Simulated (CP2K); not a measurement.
**Pb under changes of volume**

One of the cells (30.323 Å³/atom); the others are scaled copies at fixed shape and fractional positions:

```
Pb
1.0
     3.50021    0.00000    0.00000
     1.75010    3.03127    0.00000
     1.75010    1.01042    2.85791
Pb
1
Direct
  0.00000 0.00000 0.00000
```

* Program: CP2K 2026.2
* Functional: LDA
* Potentials or basis: GTH_POTENTIALS Pb GTH-PADE-q4; TZVP-MOLOPT-PBE-GTH basis
* Density cutoff: 6123 eV
* k mesh: 9 × 9 × 9
* Occupations: fermi-dirac, width 0.01 eV
* Spin: no spin polarisation

```tsv
volume (Å³/atom)	energy over the lowest point (meV/atom)	pressure (GPa)
28.503	0.00	-0.3
29.110	3.20	-1.4
29.716	10.21	-2.3
30.323	20.59	-3.2
30.929	33.95	-3.9
31.535	49.95	-4.5
32.142	?	?
```

Question: What does the run at 32.142 Å³/atom give?

Answer: Energy over the lowest point 68.10 meV/atom; pressure -5.0 GPa.

Worked out: A Birch-Murnaghan fit of order 3 (a polynomial in V^(-2/3)) to the other rows has its minimum at 28.34 Å³/atom, just outside them, with B0 = V·E''(V) = 55 GPa and B' = 4.7. It gives 68.32 meV/atom at 32.142 Å³/atom, against the run's 68.10, and -dE/dV = -5.1 GPa, against -5.0.

Energies are extrapolated to zero smearing.

Caveats: the basis of atomic orbitals isn't converged, which shifts pressures, moduli and gaps.
